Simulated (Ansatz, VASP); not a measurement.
## SnTe in VASP and in Ansatz

```
Te Sn
1.0
     0.00000    3.15085    3.15085
     3.15085    0.00000    3.15085
     3.15085    3.15085    0.00000
Te Sn
1 1
Direct
  0.50000 0.50000 0.50000
  0.00000 0.00000 0.00000
```

Alike in both runs: task relaxation of cell and atoms; functional PBE; k mesh 7 × 7 × 7; occupations fermi-dirac, width 0.05 eV; no spin polarisation.

|  | VASP | Ansatz |
| --- | --- | --- |
| version | VASP 6.6.1 | Ansatz 0.2.0 |
| potentials or method | VASP PAW PBE potentials, release 54 (Te, Sn_d) | Ansatz PAW |
| plane-wave cutoff (eV) | 600 | 420 |
| valence electrons in the cell | 20 | 30 |

Ansatz gave:

| Quantity | Value |
| --- | --- |
| relaxed volume (Å³/atom) | 32.87 |
| relaxed cell length with the largest relative difference (Å) | 4.530 |
| energy change over the relaxation (meV/atom) | -11 |

Which values does VASP return?

Relaxed volume (Å³/atom): 32.86; relaxed cell length with the largest relative difference (Å): 4.530; energy change over the relaxation (meV/atom): -11.

The two sets of potentials don't hold the same shells in valence.

Caveats: the plane-wave basis is chosen anew once the cell has moved, so the energies of steps on either side of that aren't comparable (Ansatz). PBE usually gives volumes a little too large and moduli too small. Zero-point motion and thermal expansion aren't in these numbers.
